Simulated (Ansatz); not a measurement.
**LiCl (Fm-3m), clamped-ion strain scan**

Method: Ansatz, DFT PBE, scalar-relativistic, plane waves, PAW. The runs took a 420 eV cutoff, a Γ-centred 8×8×8 mesh and Gaussian smearing (0.05 eV). No spin polarisation. Energies are free energies at this smearing, counted from the undisturbed cell; pressure is positive in compression.

Reference structure (as given, not relaxed at this level; it stands at 0.4 GPa):

```
Li Cl
1.0
     0.00000    2.56476    2.56476
     2.56476    0.00000    2.56476
     2.56476    2.56476    0.00000
Li Cl
1 1
Direct
  0.00000 0.00000 0.00000
  0.50000 0.50000 0.50000
```

The cell is strained by ε times the Voigt pattern (1, 0, 0, 0, 0, 0) (xx, yy, zz, yz, xz, xy; engineering shear) with fractional coordinates fixed.

```csv
ε,ΔE (meV/atom),"stress summed along the pattern (GPa, tension positive)",pressure (GPa),gap on the mesh (eV)
-0.0400,7.2,-3.25,2.0,6.53
-0.0300,4.2,-2.40,1.6,6.48
-0.0200,2.1,-1.65,?,?
-0.0100,?,-0.99,?,6.38
0.0000,0.0,-0.40,0.4,6.33
0.0100,-0.1,0.12,0.1,6.25
0.0200,0.2,0.57,-0.2,6.18
0.0300,1.0,0.97,-0.5,6.12
0.0350,1.6,1.15,-0.6,6.08
0.0400,?,1.31,-0.7,?
```

Task: Give the withheld values.

Result: pressure (GPa) at ε = -0.0200: 1.1; gap on the mesh (eV) at ε = -0.0200: 6.43; ΔE (meV/atom) at ε = -0.0100: 0.7; pressure (GPa) at ε = -0.0100: 0.7; ΔE (meV/atom) at ε = 0.0400: 2.3; gap on the mesh (eV) at ε = 0.0400: 6.05.